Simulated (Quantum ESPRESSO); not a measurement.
## MoS2 in Quantum ESPRESSO: the effect of functional

The system is MoS2.

```xyz
3
Lattice="1.5800 0.9122 6.1500 -1.5800 0.9122 6.1500 0.0000 -1.8244 6.1500" Properties=species:S:1:pos:R:3 pbc="T T T"
Mo    0.0000    0.0000    0.0000
S     0.0000    0.0000    7.6936
S     0.0000    0.0000    4.6125
```

Measurements of this composition are mostly on another form, of space group No. 194.

Alike in all runs:

* Program: Quantum ESPRESSO 7.5
* Task: phonons
* Cutoff: 612 eV
* Density cutoff: 4898 eV
* k mesh: 6 × 6 × 6, shifted
* Occupations: fermi-dirac, width 0.05 eV
* Spin: no spin polarisation

Each run relaxes the cell or the atoms first.

```tsv
functional	potentials or basis	relaxed volume (Å³/atom)	dielectric constant (mean)	highest phonon frequency (cm⁻¹)
LDA	GBRV 1.5 LDA	?	?	?
PBE	GBRV 1.5 PBE	21.02	10.28	458
PBEsol	GBRV 1.5 PBEsol	17.73	12.38	468
```

Task: What does the run with functional LDA give?

Result: Relaxed volume 16.81 Å³/atom; dielectric constant 13.39 mean; highest phonon frequency 470 cm⁻¹.

Caveats: the layers were relaxed without a dispersion term, so their spacing and the soft interlayer modes are unreliable; the volume moved by over 15 % at a fixed basis, so the end points are rough (some runs).
